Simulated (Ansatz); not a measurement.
Molecular dynamics of Mg8HO8, charge +1

Input file:

```yaml
crystal:
  lattice:
    - [0.0, 4.237, 4.237]
    - [4.237, 0.0, 4.237]
    - [4.237, 4.237, 0.0]
  atoms:
    - { symbol: Mg, position: [0.03305944, 0.00265352, -0.01817033] }
    - { symbol: O, position: [0.26416599, 0.26292783, 0.264577] }
    - { symbol: Mg, position: [0.02222189, -0.02795883, 0.4973471] }
    - { symbol: O, position: [0.2871244, 0.22917321, 0.76979216] }
    - { symbol: Mg, position: [0.02644999, 0.51025128, 0.00478827] }
    - { symbol: O, position: [0.28521116, 0.75101016, 0.23070063] }
    - { symbol: Mg, position: [0.0289975, 0.52200499, 0.48999622] }
    - { symbol: O, position: [0.24781613, 0.75032482, 0.74543114] }
    - { symbol: Mg, position: [0.51658695, -0.01681401, -0.00570022] }
    - { symbol: O, position: [0.76169045, 0.21267497, 0.26491354] }
    - { symbol: Mg, position: [0.5173096, -0.00540732, 0.49458716] }
    - { symbol: O, position: [0.78520279, 0.22460114, 0.75412144] }
    - { symbol: Mg, position: [0.52351038, 0.49885909, -0.02432255] }
    - { symbol: O, position: [0.77440191, 0.73996343, 0.2535965] }
    - { symbol: Mg, position: [0.50601802, 0.50049876, 0.47188564] }
    - { symbol: O, position: [0.77093275, 0.72755384, 0.7598946] }
    - { symbol: H, position: [0.85336626, 0.29335379, 0.55461079] }
total_charge: 1
basis:
  ecutwfc: 420.0
kpoints:
  mp_grid: { grid: [2, 2, 2] }
hamiltonian:
  xc: pbe
  pseudopotentials: { kind: paw, azcp: { folder: soft_1 } }
scf:
  occupations: { method: fermi_dirac, width: 0.02 }
  lower_state_search: "off"
md:
  timestep: 0.5
  n_steps: 300
  ensemble: nvt_nose_hoover
  temperature: 840.0
  initial_velocities: maxwell_boltzmann
  seed: 710016
  nose_hoover: { tau: 50.0, chain_length: 3 }
```

Run as:

```bash
$ ansatz run input.yaml --threads 1 --pin off --max-ram 3072MiB --backend cpu --events-out ev --progress --plain --runs-dir out
```

It goes on from the last frame of an earlier run, with new velocities.

Output, in part (step lines):

```
md step     0: t =     0.00 fs  T =   840.0 K  F+E_penalty+E_count = -19976.37526656 eV  E_kin = 1.737254 eV  conserved = -19974.63801217 eV  (9 SCF iters)
md step     1: t =     0.50 fs  T =   835.5 K  F+E_penalty+E_count = -19976.36601958 eV  E_kin = 1.727941 eV  conserved = -19974.63807853 eV  (6 SCF iters)
md step     2: t =     1.00 fs  T =   827.8 K  F+E_penalty+E_count = -19976.35013433 eV  E_kin = 1.712055 eV  conserved = -19974.63808218 eV  (6 SCF iters)
md step     3: t =     1.50 fs  T =   817.0 K  F+E_penalty+E_count = -19976.32771311 eV  E_kin = 1.689695 eV  conserved = -19974.63802782 eV  (6 SCF iters)
md step     4: t =     2.00 fs  T =   803.5 K  F+E_penalty+E_count = -19976.29976710 eV  E_kin = 1.661859 eV  conserved = -19974.63793437 eV  (6 SCF iters)
md step     5: t =     2.50 fs  T =   788.2 K  F+E_penalty+E_count = -19976.26791738 eV  E_kin = 1.630150 eV  conserved = -19974.63782441 eV  (3 SCF iters)
md step     6: t =     3.00 fs  T =   771.9 K  F+E_penalty+E_count = -19976.23402685 eV  E_kin = 1.596415 eV  conserved = -19974.63771885 eV  (3 SCF iters)
md step     7: t =     3.50 fs  T =   755.5 K  F+E_penalty+E_count = -19976.19984939 eV  E_kin = 1.562394 eV  conserved = -19974.63763645 eV  (3 SCF iters)
[... lines left out ...]
md step   299: t =   149.50 fs  T =   949.3 K  F+E_penalty+E_count = -19975.49365137 eV  E_kin = 1.963353 eV  conserved = -19974.63729256 eV  (3 SCF iters)
md step   300: t =   150.00 fs  T =   953.4 K  F+E_penalty+E_count = -19975.50311367 eV  E_kin = 1.971813 eV  conserved = -19974.63728649 eV  (6 SCF iters)
```

The steps, from the saved trajectory:

| time (fs) | T (K) | potential energy less start (eV) | conserved less start (meV/atom) |
| --- | --- | --- | --- |
| 0.0 | 840 | 0.000 | 0.00 |
| 5.0 | 710 | 0.270 | 0.02 |
| 10.0 | 586 | 0.531 | 0.01 |
| 15.0 | 541 | 0.636 | 0.02 |
| 20.0 | 556 | 0.623 | 0.01 |
| 25.0 | 628 | 0.503 | 0.01 |
| 30.0 | 647 | 0.505 | 0.01 |
| 35.0 | 637 | 0.575 | 0.01 |
| 40.0 | 659 | 0.587 | 0.01 |
| 45.0 | 735 | 0.500 | 0.01 |
| 50.0 | 791 | 0.466 | 0.02 |
| 55.0 | 803 | 0.529 | 0.02 |
| 60.0 | 788 | 0.645 | 0.04 |
| 65.0 | 847 | 0.604 | 0.02 |
| 70.0 | 908 | 0.561 | 0.02 |
| 75.0 | 896 | 0.657 | 0.02 |
| 80.0 | 799 | 0.917 | 0.03 |
| 85.0 | 699 | 1.167 | 0.04 |
| 90.0 | 705 | 1.194 | 0.04 |
| 95.0 | 828 | 0.979 | 0.03 |
| 100.0 | 914 | 0.839 | 0.02 |
| 105.0 | 867 | 0.967 | 0.05 |
| 110.0 | 798 | 1.133 | 0.05 |
| 115.0 | 781 | 1.189 | 0.05 |
| 120.0 | 837 | 1.093 | 0.06 |
| 125.0 | 953 | 0.871 | 0.04 |
| 130.0 | 1008 | 0.769 | 0.04 |
| 135.0 | 977 | 0.838 | 0.04 |
| 140.0 | 920 | 0.954 | 0.05 |
| 145.0 | 897 | 0.996 | 0.06 |
| 150.0 | 953 | 0.872 | 0.04 |

All steps were run. The conserved energy stayed within 0.061 meV per atom of its start (net change 0.043 meV per atom), so the integration is sound. A run of 0.15 ps of so small a system gives no equilibrium averages. Limits of this set-up: coarse k mesh, charged cell in a uniform background, uncorrected.

Mean squared displacements from the first frame to the last, about the centre of mass: Mg 0.02 Å², O 0.04 Å², H 0.15 Å².

Last frame:

```xyz
17
Lattice="0.0000 4.2370 4.2370 4.2370 0.0000 4.2370 4.2370 4.2370 0.0000" Properties=species:S:1:pos:R:3
Mg -0.047 0.200 0.225
O 2.166 2.227 2.073
Mg 2.038 2.270 -0.050
O 4.178 4.295 2.113
Mg 2.163 -0.038 2.168
O 4.375 2.192 4.291
Mg 4.179 2.333 2.360
O 6.167 4.343 4.206
Mg -0.134 2.126 2.154
O 2.109 4.139 4.264
Mg 1.992 4.192 2.163
O 4.328 6.619 4.359
Mg 2.119 2.156 4.172
O 4.124 4.322 6.510
Mg 4.107 4.148 4.352
O 6.305 6.573 6.506
H 3.967 5.895 4.902
```

Run time: 16 min on 1 thread of Arm Neoverse V1 (shared host), peak memory 0.53 GiB.
